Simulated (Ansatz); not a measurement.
What a trial cell of Sb2Pt relaxes into

The calculation used Ansatz, DFT PBE, scalar-relativistic, plane waves, PAW. Cutoff 420 eV, Γ-centred k mesh, Gaussian smearing, no spin polarisation in the final step.

The start puts Sb2Pt on the Cu2Sb structure type (P4/nmm, No. 129), with Pt in place of Sb, Sb in place of Cu, at a guessed volume.

```
CELL_PARAMETERS angstrom
4.38416 0.00000 0.00000
0.00000 4.38416 0.00000
0.00000 0.00000 6.68935
ATOMIC_POSITIONS crystal
Sb 0.00000 0.00000 0.00000
Sb 0.50000 0.50000 0.00000
Sb 0.00000 0.50000 0.27000
Sb 0.50000 0.00000 0.73000
Pt 0.00000 0.50000 0.70000
Pt 0.50000 0.00000 0.30000
```

Cell and atoms relax at zero pressure; the relaxation can't lower the symmetry of the start. After a coarse first stage the cell is made exact in the group found at 0.06 Å.

Formation energies are uncorrected and refer to the elements' standard structures at the same level.

(1) Describe the relaxed structure.

(2) What are its volume, energy, density and gap?

Results:

(1) It keeps P4/nmm (No. 129), but not the shape of the type it started on. Conventional cell: a = 4.503 Å, c = 7.075 Å. Sb on Wyckoff site a (2 atoms of the primitive cell) has 4 Pt at 2.79 Å, 4 Sb at 3.18 Å and 4 Sb at 3.60 Å; around Sb on Wyckoff site c (2 atoms of the primitive cell) lie 1 Pt at 2.62 Å; Pt has 1 Sb at 2.62 Å, 4 Sb at 2.79 Å and 4 Sb at 3.39 Å.

```cif
data_structure
_symmetry_space_group_name_H-M 'P4/nmm:1'
_symmetry_Int_Tables_number 129
_cell_length_a 4.5032
_cell_length_b 4.5032
_cell_length_c 7.0746
_cell_angle_alpha 90.000
_cell_angle_beta 90.000
_cell_angle_gamma 90.000
_cell_volume 143.47
loop_
_atom_site_label
_atom_site_type_symbol
_atom_site_symmetry_multiplicity
_atom_site_Wyckoff_symbol
_atom_site_fract_x
_atom_site_fract_y
_atom_site_fract_z
_atom_site_occupancy
Sb1 Sb 2 a 0.00000 0.00000 0.00000 1
Sb2 Sb 2 c 0.00000 0.50000 0.39664 1
Pt1 Pt 2 c 0.00000 0.50000 0.76701 1
```

(2) The volume per atom is 23.91 Å³. The density is 10.15 g/cm³. The energy over the elements is -0.10 eV/atom and the gap on the 8×8×6 mesh is 0 eV (a metal).

The final run used a 8×8×6 mesh on its 6-atom cell and 0.10 eV smearing. The k mesh leaves about 4 meV/atom of noise in metals. Spin–orbit coupling is left out. A structure relaxed within its symmetry needn't be a true minimum. The steps took roughly 5 core-minutes in all.